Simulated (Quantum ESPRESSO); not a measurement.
# BaTiO3 (Pm-3m) in Quantum ESPRESSO: notebook

Aim: see how the results for BaTiO3 move with the level of theory and the settings. Levels: LDA, PBE. Tasks: phonons.

All numbers are computed with Quantum ESPRESSO 7.5; they aren't measurements. Logs are shortened: lines on timing, memory, paths and dates and some standing lists are left out, and cuts for length are marked.

## Step 1: Starting point

The structure is cubic, space group Pm-3m (No. 221). The conventional cell has a = 4.006 Å, b = 4.006 Å, c = 4.006 Å, α = 90.00°, β = 90.00°, γ = 90.00°. Ba (site symmetry m-3m) is surrounded by 12 O at 2.83 Å. Ti (site symmetry m-3m) is surrounded by 6 O at 2.00 Å. O (site symmetry 4/mmm) has 2 Ti at 2.00 Å as nearest neighbours.

## Step 2: Phonons, LDA

The input, pw.in:

```
&CONTROL
  calculation = 'scf'
  prefix = 'pwscf'
  outdir = './tmp'
  pseudo_dir = './pseudo'
  tprnfor = .true.
  tstress = .true.
  disk_io = 'low'
/
&SYSTEM
  ibrav = 0
  nat = 5
  ntyp = 3
  ecutwfc = 45
  ecutrho = 360
  nbnd = 28
  occupations = 'smearing'
  smearing = 'fd'
  degauss = 0.00367493
/
&ELECTRONS
  conv_thr = 1d-09
  electron_maxstep = 120
  mixing_beta = 0.5
/
ATOMIC_SPECIES
Ba   137.3270 ba_lda_v1.uspp.F.UPF
Ti    47.8670 ti_lda_v1.4.uspp.F.UPF
O     15.9990 o_lda_v1.2.uspp.F.UPF
CELL_PARAMETERS angstrom
   4.0060000000    0.0000000000    0.0000000000
   0.0000000000    4.0060000000    0.0000000000
   0.0000000000    0.0000000000    4.0060000000
ATOMIC_POSITIONS crystal
Ba     0.5000000000    0.5000000000    0.5000000000
Ti     0.0000000000    0.0000000000    0.0000000000
O      0.0000000000    0.0000000000    0.5000000000
O      0.0000000000    0.5000000000    0.0000000000
O      0.5000000000    0.0000000000    0.0000000000
K_POINTS automatic
4 4 4 1 1 1
```

The input, relax.in:

```
&CONTROL
  calculation = 'vc-relax'
  prefix = 'pwscf'
  outdir = './tmp'
  pseudo_dir = './pseudo'
  tprnfor = .true.
  tstress = .true.
  disk_io = 'low'
  nstep = 40
  forc_conv_thr = 0.0001
  etot_conv_thr = 1d-06
/
&SYSTEM
  ibrav = 0
  nat = 5
  ntyp = 3
  ecutwfc = 45
  ecutrho = 360
  nbnd = 28
  occupations = 'smearing'
  smearing = 'fd'
  degauss = 0.00367493
/
&ELECTRONS
  conv_thr = 1d-09
  electron_maxstep = 120
  mixing_beta = 0.5
/
&IONS
  ion_dynamics = 'bfgs'
/
&CELL
  cell_dynamics = 'bfgs'
  press = 0
  press_conv_thr = 0.2
/
ATOMIC_SPECIES
Ba   137.3270 ba_lda_v1.uspp.F.UPF
Ti    47.8670 ti_lda_v1.4.uspp.F.UPF
O     15.9990 o_lda_v1.2.uspp.F.UPF
CELL_PARAMETERS angstrom
   4.0060000000    0.0000000000    0.0000000000
   0.0000000000    4.0060000000    0.0000000000
   0.0000000000    0.0000000000    4.0060000000
ATOMIC_POSITIONS crystal
Ba     0.5000000000    0.5000000000    0.5000000000
Ti     0.0000000000    0.0000000000    0.0000000000
O      0.0000000000    0.0000000000    0.5000000000
O      0.0000000000    0.5000000000    0.0000000000
O      0.5000000000    0.0000000000    0.0000000000
K_POINTS automatic
4 4 4 1 1 1
```

The input, scf2.in:

```
&CONTROL
  calculation = 'scf'
  prefix = 'pwscf'
  outdir = './tmp'
  pseudo_dir = './pseudo'
  tprnfor = .true.
  tstress = .true.
  disk_io = 'low'
/
&SYSTEM
  ibrav = 0
  nat = 5
  ntyp = 3
  ecutwfc = 45
  ecutrho = 360
  nbnd = 28
  occupations = 'fixed'
/
&ELECTRONS
  conv_thr = 1d-13
  electron_maxstep = 120
  mixing_beta = 0.5
  startingpot = 'file'
  startingwfc = 'file'
/
ATOMIC_SPECIES
Ba   137.3270 ba_lda_v1.uspp.F.UPF
Ti    47.8670 ti_lda_v1.4.uspp.F.UPF
O     15.9990 o_lda_v1.2.uspp.F.UPF
CELL_PARAMETERS angstrom
   3.9444584637    0.0000000000    0.0000000000
   0.0000000000    3.9444584637    0.0000000000
   0.0000000000    0.0000000000    3.9444584637
ATOMIC_POSITIONS crystal
Ba     0.5000000000    0.5000000000    0.5000000000
Ti     0.0000000000    0.0000000000    0.0000000000
O      0.0000000000    0.0000000000    0.5000000000
O      0.0000000000    0.5000000000    0.0000000000
O      0.5000000000    0.0000000000    0.0000000000
K_POINTS automatic
4 4 4 1 1 1
```

The input, ph.in:

```
phonons of BaTiO3
&INPUTPH
  prefix = 'pwscf'
  outdir = './tmp'
  tr2_ph = 1d-18
  fildyn = 'dyn'
  niter_ph = 90
  alpha_mix(1) = 0.7
  epsil = .true.
/
0.0000000000 0.0000000000 0.0000000000
```

The input, dynmat.in:

```
&INPUT
  fildyn = 'dyn'
  asr = 'crystal'
  lperm = .true.
  filout = 'dynmat.disp'
  fileig = 'dynmat.eig'
/
```

The input, dynmat_lo.in:

```
&INPUT
  fildyn = 'dyn'
  asr = 'crystal'
  filout = 'dynmat_lo.disp'
  fileig = 'dynmat_lo.eig'
  q(1) = 0
  q(2) = 0
  q(3) = 1
/
```

Potentials or basis: GBRV 1.5 LDA.

On the command line:

```bash
> OMP_NUM_THREADS=1 mpirun -n 4 pw.x -nk 2 -in pw.in > pw.out
> OMP_NUM_THREADS=1 mpirun -n 4 pw.x -nk 2 -in relax.in > relax.out
> OMP_NUM_THREADS=1 mpirun -n 4 pw.x -nk 2 -in scf2.in > scf2.out
> OMP_NUM_THREADS=1 mpirun -n 4 ph.x -nk 2 -in ph.in > ph.out
> OMP_NUM_THREADS=1 mpirun -n 1 dynmat.x -in dynmat.in > dynmat.out
> OMP_NUM_THREADS=1 mpirun -n 1 dynmat.x -in dynmat_lo.in > dynmat_lo.out
```

pw.out:

```text
This program is part of the open-source Quantum ESPRESSO suite
     for quantum simulation of materials; please cite
[... 6 lines left out ...]
     using ibrav=0 with symmetry is DISCOURAGED, use correct ibrav instead

     K-points division:     npool     =       2
     Subspace diagonalization in iterative solution of the eigenvalue problem:
     a serial algorithm will be used

     --------------------
     sticks:   dense  smooth     PW     G-vecs:    dense   smooth      PW
     Min         824     414    120                25030     8886    1400
     Max         825     415    121                25031     8887    1401
     Sum        1649     829    241                50061    17773    2801

     Using Slab Decomposition

     bravais-lattice index     =            0
     lattice parameter (alat)  =       7.5702  a.u.
     unit-cell volume          =     433.8398 (a.u.)^3
     number of atoms/cell      =            5
     number of atomic types    =            3
     number of electrons       =        40.00
     number of Kohn-Sham states=           28
     kinetic-energy cutoff     =      45.0000  Ry
     charge density cutoff     =     360.0000  Ry
     scf convergence threshold =      1.0E-09
     mixing beta               =       0.5000
     number of iterations used =            8  plain     mixing
     Exchange-correlation= SLA  PZ   NOGX NOGC
                           (   1   1   0   0   0   0   0)

     celldm(1)=   7.570243  celldm(2)=   0.000000  celldm(3)=   0.000000
     celldm(4)=   0.000000  celldm(5)=   0.000000  celldm(6)=   0.000000

     crystal axes: (cart. coord. in units of alat)
               a(1) = (   1.000000   0.000000   0.000000 )
               a(2) = (   0.000000   1.000000   0.000000 )
               a(3) = (   0.000000   0.000000   1.000000 )

     reciprocal axes: (cart. coord. in units 2 pi/alat)
               b(1) = (  1.000000  0.000000  0.000000 )
               b(2) = (  0.000000  1.000000  0.000000 )
               b(3) = (  0.000000  0.000000  1.000000 )

     PseudoPot. # 1 for Ba read from file:
     ba_lda_v1.uspp.F.UPF
     Pseudo is Ultrasoft + core correction, Zval = 10.0
     Generated by new atomic code, or converted to UPF format
     Using radial grid of  907 points,  7 beta functions with:
                l(1) =   0
                l(2) =   0
                l(3) =   1
                l(4) =   1
                l(5) =   2
                l(6) =   2
                l(7) =   3
     Q(r) pseudized with  6 coefficients,  rinner =    1.700   1.700   1.700
                                                       1.700   1.700   1.700
                                                       1.700

     PseudoPot. # 2 for Ti read from file:
     ti_lda_v1.4.uspp.F.UPF
     Pseudo is Ultrasoft + core correction, Zval = 12.0
     Generated by new atomic code, or converted to UPF format
     Using radial grid of  851 points,  6 beta functions with:
                l(1) =   0
                l(2) =   0
                l(3) =   1
                l(4) =   1
                l(5) =   2
                l(6) =   2
     Q(r) pseudized with  6 coefficients,  rinner =    1.000   1.000   1.000
                                                       1.000   1.000

     PseudoPot. # 3 for O  read from file:
     o_lda_v1.2.uspp.F.UPF
     Pseudo is Ultrasoft + core correction, Zval =  6.0
     Generated by new atomic code, or converted to UPF format
     Using radial grid of  737 points,  5 beta functions with:
                l(1) =   0
                l(2) =   0
                l(3) =   1
                l(4) =   1
                l(5) =   2
     Q(r) pseudized with  8 coefficients,  rinner =    0.900   0.900   0.900
                                                       0.900   0.900

     atomic species   valence    mass     pseudopotential
     Ba               10.00   137.32700     Ba( 1.00)
     Ti               12.00    47.86700     Ti( 1.00)
     O                 6.00    15.99900     O ( 1.00)

     48 Sym. Ops., with inversion, found

   Cartesian axes

     site n.     atom                  positions (alat units)
         1        Ba     tau(   1) = (   0.5000000   0.5000000   0.5000000  )
         2        Ti     tau(   2) = (   0.0000000   0.0000000   0.0000000  )
         3        O      tau(   3) = (   0.0000000   0.0000000   0.5000000  )
         4        O      tau(   4) = (   0.0000000   0.5000000   0.0000000  )
         5        O      tau(   5) = (   0.5000000   0.0000000   0.0000000  )

     number of k points=     4  Fermi-Dirac smearing, width (Ry)=  0.0037
                       cart. coord. in units 2pi/alat
        k(    1) = (   0.1250000   0.1250000   0.1250000), wk =   0.2500000
        k(    2) = (   0.1250000   0.1250000   0.3750000), wk =   0.7500000
        k(    3) = (   0.1250000   0.3750000   0.3750000), wk =   0.7500000
        k(    4) = (   0.3750000   0.3750000   0.3750000), wk =   0.2500000

     Dense  grid:    50061 G-vectors     FFT dimensions: (  45,  45,  45)

     Smooth grid:    17773 G-vectors     FFT dimensions: (  36,  36,  36)

     Check: negative core charge=   -0.000006

     Initial potential from superposition of free atoms

     starting charge      38.9872, renormalised to      40.0000

     negative rho (up, down):  1.008E-01 0.000E+00
     Starting wfcs are   35 randomized atomic wfcs

     Self-consistent Calculation

     iteration #  1     ecut=    45.00 Ry     beta= 0.50
     Davidson diagonalization with overlap
     ethr =  1.00E-02,  avg # of iterations =  2.0

     negative rho (up, down):  9.495E-02 0.000E+00

     total energy              =    -286.89612412 Ry
     estimated scf accuracy    <       0.72576069 Ry

     iteration #  2     ecut=    45.00 Ry     beta= 0.50
     Davidson diagonalization with overlap
     ethr =  1.81E-03,  avg # of iterations =  2.0

     negative rho (up, down):  9.386E-02 0.000E+00

     total energy              =    -286.60825248 Ry
     estimated scf accuracy    <       3.57264344 Ry

     iteration #  3     ecut=    45.00 Ry     beta= 0.50
     Davidson diagonalization with overlap
     ethr =  1.81E-03,  avg # of iterations =  2.0

     negative rho (up, down):  9.217E-02 0.000E+00

     total energy              =    -287.20514720 Ry
     estimated scf accuracy    <       0.11892484 Ry

     iteration #  4     ecut=    45.00 Ry     beta= 0.50
     Davidson diagonalization with overlap
     ethr =  2.97E-04,  avg # of iterations =  1.0

     negative rho (up, down):  9.000E-02 0.000E+00

     total energy              =    -287.19876540 Ry
     estimated scf accuracy    <       0.03472003 Ry

     iteration #  5     ecut=    45.00 Ry     beta= 0.50
     Davidson diagonalization with overlap
     ethr =  8.68E-05,  avg # of iterations =  4.2

     negative rho (up, down):  8.982E-02 0.000E+00

     total energy              =    -287.20439027 Ry
     estimated scf accuracy    <       0.00033964 Ry

     iteration #  6     ecut=    45.00 Ry     beta= 0.50
     Davidson diagonalization with overlap
     ethr =  8.49E-07,  avg # of iterations =  4.8

     negative rho (up, down):  8.973E-02 0.000E+00

     total energy              =    -287.20450557 Ry
     estimated scf accuracy    <       0.00002307 Ry

     iteration #  7     ecut=    45.00 Ry     beta= 0.50
     Davidson diagonalization with overlap
     ethr =  5.77E-08,  avg # of iterations =  2.0

     negative rho (up, down):  8.976E-02 0.000E+00

     total energy              =    -287.20451022 Ry
     estimated scf accuracy    <       0.00001235 Ry

     iteration #  8     ecut=    45.00 Ry     beta= 0.50
     Davidson diagonalization with overlap
     ethr =  3.09E-08,  avg # of iterations =  1.0

     negative rho (up, down):  8.976E-02 0.000E+00

     total energy              =    -287.20451258 Ry
     estimated scf accuracy    <       0.00000062 Ry

     iteration #  9     ecut=    45.00 Ry     beta= 0.50
     Davidson diagonalization with overlap
     ethr =  1.56E-09,  avg # of iterations =  1.0

     negative rho (up, down):  8.976E-02 0.000E+00

     total energy              =    -287.20451266 Ry
     estimated scf accuracy    <          7.5E-09 Ry

     iteration # 10     ecut=    45.00 Ry     beta= 0.50
     Davidson diagonalization with overlap
     ethr =  1.88E-11,  avg # of iterations =  3.0

     negative rho (up, down):  8.976E-02 0.000E+00

     End of self-consistent calculation

          k = 0.1250 0.1250 0.1250 (  2214 PWs)   bands (ev):

   -45.9529 -22.5070 -22.5064 -22.5064 -14.5769  -6.5455  -5.8298  -5.8298
     0.2119   0.2119   0.4739   7.0874   7.4862   7.4862   8.2184   8.2184
     8.8844   9.0046   9.5164   9.5164  12.1958  12.2669  12.2669  14.6287
    14.6287  15.7877  15.7877  17.9023

          k = 0.1250 0.1250 0.3750 (  2207 PWs)   bands (ev):

   -45.9524 -22.5426 -22.5050 -22.5048 -14.4992  -6.6146  -5.7857  -5.6651
     0.2291   0.3499   0.5979   6.1404   7.0226   7.2603   7.3957   7.7198
     8.5353   8.8529   9.0976   9.1015  12.3351  13.2749  13.2885  14.6172
    16.0791  17.0016  17.4357  18.6578

          k = 0.1250 0.3750 0.3750 (  2220 PWs)   bands (ev):

   -45.9519 -22.5404 -22.5400 -22.5032 -14.4410  -6.2820  -5.7790  -5.7107
     0.1006   0.1410   0.5061   5.9106   6.3699   6.3994   7.3386   7.4669
     8.0453   8.9222   9.1740   9.7369  13.3263  13.3795  13.6876  15.2364
    17.1778  17.7137  18.2354  18.8030

          k = 0.3750 0.3750 0.3750 (  2218 PWs)   bands (ev):

   -45.9514 -22.5385 -22.5381 -22.5381 -14.3900  -5.8937  -5.6594  -5.6594
    -0.3359  -0.3359  -0.0275   5.8203   6.3714   6.3714   7.1149   7.5634
     7.5634   9.6083   9.6083   9.7913  13.8645  13.8645  13.8678  17.0181
    17.0181  17.4767  17.6120  17.6120

     the Fermi energy is    11.0835 ev

!    total energy              =    -287.20451266 Ry
     estimated scf accuracy    <          5.7E-10 Ry
     smearing contrib. (-TS)   =      -0.00000000 Ry
     internal energy E=F+TS    =    -287.20451266 Ry

     The total energy is F=E-TS. E is the sum of the following terms:
     one-electron contribution =     -72.41833891 Ry
     hartree contribution      =      59.68377061 Ry
     xc contribution           =     -67.32090919 Ry
     ewald contribution        =    -207.14903517 Ry

     convergence has been achieved in  10 iterations

     negative rho (up, down):  8.976E-02 0.000E+00

     Forces acting on atoms (cartesian axes, Ry/au):

     atom    1 type  1   force =     0.00000000    0.00000000    0.00000000
     atom    2 type  2   force =     0.00000000    0.00000000    0.00000000
     atom    3 type  3   force =     0.00000000    0.00000000    0.00000000
     atom    4 type  3   force =     0.00000000    0.00000000    0.00000000
     atom    5 type  3   force =     0.00000000    0.00000000    0.00000000

     Total force =     0.000000     Total SCF correction =     0.000000

     Computing stress (Cartesian axis) and pressure

     negative rho (up, down):  8.976E-02 0.000E+00
          total   stress  (Ry/bohr**3)                   (kbar)     P=      -81.57
  -0.00055447   0.00000000   0.00000000          -81.57        0.00        0.00
   0.00000000  -0.00055447   0.00000000            0.00      -81.57        0.00
   0.00000000   0.00000000  -0.00055447            0.00        0.00      -81.57

=------------------------------------------------------------------------------=
   JOB DONE.
=------------------------------------------------------------------------------=
```

Wall time 2.5 min (4 MPI ranks of Arm Neoverse V1, shared host); peak memory 0.68 GiB.

Results:

| Item | Value |
| --- | --- |
| Free energy | -3907.6906 eV |
| Relaxed volume | 12.27 Å³/atom |
| Relaxed cell | a = 3.944 Å, b = 3.944 Å, c = 3.944 Å, α = 90.00°, β = 90.00°, γ = 90.00° |
| Space group after relaxing (to 0.05 Å) | Pm-3m (No. 221) |
| Pressure after relaxing | 0.0 GPa |
| Electronic dielectric tensor (diagonal) | 6.46 |
| Born charges (mean of the diagonal) | Ba +2.79; Ti +7.10; O -3.24 e |
| Highest phonon frequency at Γ, LO-TO splitting left out | 480 cm⁻¹ |
| Most unstable mode | 94i cm⁻¹ |

The path:
```tsv
step	energy change (eV)	largest force (eV/Å)	pressure (GPa)	volume (Å³)
1	0.0000	0.0000	-8.16	64.29
2	-0.0762	0.0000	-0.88	61.65
3	-0.0769	0.0000	0.07	61.35
4	-0.0769	0.0000	0.00	61.37
5	-0.0769	0.0000	0.00	61.37
```

Final structure:
```yaml
crystal:
  lattice:
    - [3.94446, 0.00000, 0.00000]
    - [0.00000, 3.94446, 0.00000]
    - [0.00000, 0.00000, 3.94446]
  atoms:
    - { symbol: Ba, position: [0.50000, 0.50000, 0.50000] }
    - { symbol: Ti, position: [0.00000, 0.00000, 0.00000] }
    - { symbol: O, position: [0.00000, 0.00000, 0.50000] }
    - { symbol: O, position: [0.00000, 0.50000, 0.00000] }
    - { symbol: O, position: [0.50000, 0.00000, 0.00000] }
```

Phonon frequencies in cm⁻¹ (negative: imaginary):
```
              q point                                               frequencies
(0.000, 0.000, 0.000)  -94 -94 -94 -7 -7 -7 184 184 184 300 300 300 480 480 480
```

Electronic dielectric tensor:
```
6.46 0.00 0.00
0.00 6.46 0.00
0.00 0.00 6.46
```

Born effective charge tensors (e):
atom 1, Ba
```
2.79 0.00 0.00
0.00 2.79 0.00
0.00 0.00 2.79
```
atom 2, Ti
```
7.10 0.00 0.00
0.00 7.10 0.00
0.00 0.00 7.10
```
atom 3, O
```
-2.11  0.00  0.00
 0.00 -2.11  0.00
 0.00  0.00 -5.48
```
atom 4, O
```
-2.11  0.00  0.00
 0.00 -5.48  0.00
 0.00  0.00 -2.11
```
atom 5, O
```
-5.48  0.00  0.00
 0.00 -2.11  0.00
 0.00  0.00 -2.11
```

Optical modes at Γ, degenerate ones joined, polar ones without the macroscopic field:
| cm⁻¹ | components | symmetry | active in | IR intensity, summed ((D/Å)²/amu) |
| --- | --- | --- | --- | --- |
| 95i | 3 | T1u | IR | 232.54 |
| 184 | 3 | T1u | IR | 7.44 |
| 300 | 3 | T2u | silent | 0.00 |
| 480 | 3 | T1u | IR | 7.77 |

Zone-centre frequencies without and with the macroscopic field along z (cm⁻¹):
```
                                  optical modes in rising order
       without  95i 95i 95i 184 184 184 300 300 300 480 480 480
with the field  95i 95i 180 184 184 300 300 300 464 480 480 672
```

Caveat: the mesh is thin for the dielectric tensor, Born charges and intensities, which usually come out too large; some modes are imaginary; the Born charges break their sum rule by 0.17 e, a sign of too thin a mesh. Spin-orbit coupling is left out, which matters for the levels of Ba.

[end of part 1 of 2]
